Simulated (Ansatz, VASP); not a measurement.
**GaCo in VASP and in Ansatz**

```
CELL_PARAMETERS angstrom
2.92260 0.00000 0.00000
0.00000 2.92260 0.00000
0.00000 0.00000 2.80570
ATOMIC_POSITIONS crystal
Ga 0.50000 0.50000 0.50000
Co 0.00000 0.00000 0.00000
```

Alike in both runs: task single point; functional PBEsol; k mesh 18 × 18 × 18; occupations gaussian, width 0.15 eV; no spin polarisation.

```csv
,VASP,Ansatz
version,VASP 6.6.1,Ansatz 0.2.0
potentials or method,"VASP PAW PBE potentials, release 64 (Ga_d, Co)","scalar-relativistic, plane waves, PAW"
plane-wave cutoff (eV),520,420
valence electrons in the cell,22,30
```

```tsv
	VASP	Ansatz	Ansatz less VASP
gap on the k mesh at the Fermi level (eV)	none	none	-
pressure (GPa)	-7.8	-8.0	-0.23
largest component of the traceless stress (GPa)	2.58	2.57	-0.014
```

A gap of «none» marks a metal or a gap that the smearing closes. The two sets of potentials don't hold the same shells in valence.

Caveats: the PAW data sets were made with another functional, which shifts forces and pressure a little (VASP). Spin polarisation is off, so any magnetic state and its effect on volume and gap are missing.
